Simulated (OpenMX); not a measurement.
**GaAs: equation of state with PBE**

Crystal: GaAs.

```xyz
2
Lattice="0.0000 2.8268 2.8268 2.8268 0.0000 2.8268 2.8268 2.8268 0.0000" Properties=species:S:1:pos:R:3 pbc="T T T"
As    4.2403    4.2403    4.2403
Ga    0.0000    0.0000    0.0000
```

```yaml
Program: OpenMX 3.8.5
Task: equation of state
Functional: PBE
Potentials_or_basis: OpenMX 2013 PBE set, As7.0-s3p2d2f1, Ga7.0-s3p2d2f1, fixed grid of 45 × 45 × 45 points
k_mesh: 9 × 9 × 9
Occupations: fermi-dirac, width 0.05 eV
Spin: no spin polarisation
```

| Property | Result |
| --- | --- |
| Equilibrium volume | 24.36 Å³/atom (rough: see the caveat) |
| Bulk modulus | 56 GPa (rough) |

Energy against volume, from the lowest point:
```
volume (Å³/atom)  energy (meV/atom)
          21.234              89.62
          21.686              62.79
          22.138              41.19
          22.590              24.72
          23.041              12.73
          23.493               4.45
          23.945               0.00
```

Caveat: the minimum lies outside the volumes run; volumes in these bases differ from converged ones by about 1 %, for some elements by several; the basis of atomic orbitals isn't converged, which shifts pressures, moduli and gaps.
